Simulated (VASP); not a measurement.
A run of VASP 6.6.1 is set up as follows.

Contents of INCAR:

```
SYSTEM = TiC3
ALGO     = Normal         ! electronic algorithm
EDIFF    = 1E-6           ! SCF threshold, eV
EDIFFG   = -0.01          ! ionic threshold
ENCUT    = 520            ! plane-wave cutoff, eV
GGA      = PE             ! functional
IBRION   = 2              ! ionic algorithm
ISIF     = 3              ! what is computed and relaxed
ISMEAR   = 0              ! smearing method
KPAR     = 8            
LASPH    = .True.         ! aspherical terms in the spheres
LCHARG   = .False.        ! write CHGCAR
LREAL    = .False.        ! projectors in reciprocal space
LWAVE    = .False.        ! write WAVECAR
NELM     = 120            ! most SCF steps
NSW      = 90             ! ionic steps
PREC     = Accurate       ! precision mode
SIGMA    = 0.1            ! smearing width, eV
```

The input KPOINTS:

```
k-points
0
Gamma
  6 8 4
  0 0 0
```

File POSCAR:

```
TiC3
1.0
    4.7300000000      0.0000000000      0.0000000000
    0.0000000000      4.2600000000      0.0000000000
    0.0000000000      0.0000000000      8.9510000000
Ti C
4 12
Direct
    0.2500000000      0.0000000000      0.8891185300
    0.2500000000      0.5000000000      0.1115517800
    0.7500000000      0.0000000000      0.1108814700
    0.7500000000      0.5000000000      0.8884482200
    0.5000000000      0.1647887300      0.5000000000
    0.2500000000      0.3342723000      0.4932968400
    0.0000000000      0.1647887300      0.5000000000
    0.7500000000      0.3342723000      0.5067031600
    0.5000000000      0.8352112700      0.5000000000
    0.2500000000      0.6657277000      0.4932968400
    0.7500000000      0.6657277000      0.5067031600
    0.0000000000      0.8352112700      0.5000000000
    0.2500000000      0.5000000000      0.8830856900
    0.2500000000      0.0000000000      0.1163557100
    0.7500000000      0.5000000000      0.1169143100
    0.7500000000      0.0000000000      0.8836442900
```

Potentials or basis: VASP PAW PBE potentials, release 64 (Ti_sv, C).

Launch:

```console
$ cat potpaw_PBE.64/Ti_sv/POTCAR potpaw_PBE.64/C/POTCAR > POTCAR
$ mpirun -np 8 vasp_std > vasp.out
```

Q: Predict the relaxed volume.

A: 12.33 Å³/atom.

Q: Estimate the relaxed cell.

A: a = 4.730 Å, b = 4.265 Å, c = 9.776 Å, α = 90.00°, β = 90.00°, γ = 90.00°.

Q: Estimate the band gap on the k mesh.

A: None (metal or under the smearing width).

Final structure:
```xyz
16
Lattice="4.7298 0.0000 0.0000 0.0000 4.2652 0.0000 0.0000 0.0000 9.7758" Properties=species:S:1:pos:R:3 pbc="T T T"
Ti    1.1825    0.0000    8.7852
Ti    1.1825    2.1326    0.9930
Ti    3.5474    0.0000    0.9906
Ti    3.5474    2.1326    8.7827
C     2.3649    0.7058    4.8879
C     1.1825    1.4267    4.8755
C     0.0000    0.7058    4.8879
C     3.5474    1.4267    4.9003
C     2.3649    3.5594    4.8879
C     1.1825    2.8385    4.8755
C     3.5474    2.8385    4.9003
C     0.0000    3.5594    4.8879
C     1.1825    2.1326    8.7368
C     1.1825    0.0000    1.0380
C     3.5474    2.1326    1.0390
C     3.5474    0.0000    8.7378
```

Caveat: this functional lacks dispersion, which binds the layers, so the pressure and a relaxed spacing across them are unreliable.
